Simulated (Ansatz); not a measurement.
I need a G0W0 quasiparticle calculation of AlAs, space group F-43m. Use Ansatz 0.2.0 through its Python package. Settings: PBEsol, PAW, cutoff 510 eV, 4×4×4 k-points, fixed occupations.

```cif
data_structure
_symmetry_space_group_name_H-M 'P 1'
_symmetry_Int_Tables_number 1
_cell_length_a 4.0028
_cell_length_b 4.0028
_cell_length_c 4.0028
_cell_angle_alpha 60.000
_cell_angle_beta 60.000
_cell_angle_gamma 60.000
_cell_volume 45.35
loop_
_atom_site_label
_atom_site_type_symbol
_atom_site_fract_x
_atom_site_fract_y
_atom_site_fract_z
_atom_site_occupancy
Al1 Al 0.00000 0.00000 0.00000 1
As1 As 0.25000 0.25000 0.25000 1
```

The script, `gw.py`:
```python
"""Quasiparticle gap of AlAs by G0W0."""

import warnings

import ansatz as az

warnings.simplefilter("ignore", az.DeckWarning)

lattice = az.Lattice.of(
    (0.0, 2.8304, 2.8304),
    (2.8304, 0.0, 2.8304),
    (2.8304, 2.8304, 0.0),
)
sites = [
    ("Al", (0.0, 0.0, 0.0)),
    ("As", (0.25, 0.25, 0.25)),
]
crystal = az.Crystal(lattice=lattice)
for symbol, position in sites:
    crystal = crystal.atom(symbol, position)

calc = (
    crystal.calculation()
    .functional("PBEsol")
    .basis(510)
    .kpoints(4)
    .occupations("fixed")
    .gw(empty_bands=100, screening_cutoff=150, quasiparticle_bands=("v1", "c1"))
)
events = []
result = calc.session().plan().execute(on_event=events.append, runs_dir="gw_run")
gw = next(e["data"] for e in events if e["event"] == "gw_qp")
top = gw["frontier_bands"]["highest_filled_band"]
for qp in gw["qp"]:
    if qp["ik"] == 0:
        print("band", qp["band"], "shift", round(qp["e_qp_ev"] - qp["eps_ks_ev"], 3), "eV, Z =", round(qp["z"], 3))
for key, label in (("eps_ks_ev", "Kohn-Sham"), ("e_qp_ev", "G0W0")):
    filled = max(qp[key] for qp in gw["qp"] if qp["band"] <= top)
    empty = min(qp[key] for qp in gw["qp"] if qp["band"] > top)
    print(f"{label} gap on the mesh: {empty - filled:.3f} eV")
print("static dielectric eigenvalues (RPA, this mesh):", [round(e, 3) for e in gw["screening"][0]["eps_tensor_eigenvalues"]])
```

`python gw.py` gives:
```text
band 9 shift -0.51 eV, Z = 0.78
band 10 shift 0.512 eV, Z = 0.79
Kohn-Sham gap on the mesh: 1.299 eV
G0W0 gap on the mesh: 1.929 eV
static dielectric eigenvalues (RPA, this mesh): [15.268, 15.268, 15.268]
```

Notes:
- The k-point mesh is coarse, and energy and stress weren't tested for convergence.
- The structure is a deposited one; some such entries were measured under pressure or heat, so a shift against it needn't be the functional's error alone.
- Mesh, empty bands and screening cutoff are small, so the quasiparticle gap isn't converged, and it is read on the mesh points alone. Spin-orbit coupling is left out, which matters for heavy elements.
- Finished in 15 s on 1 thread of Intel(R) Xeon(R) Processor @ 2.30GHz, with other jobs on the host, peak memory 0.57 GiB.
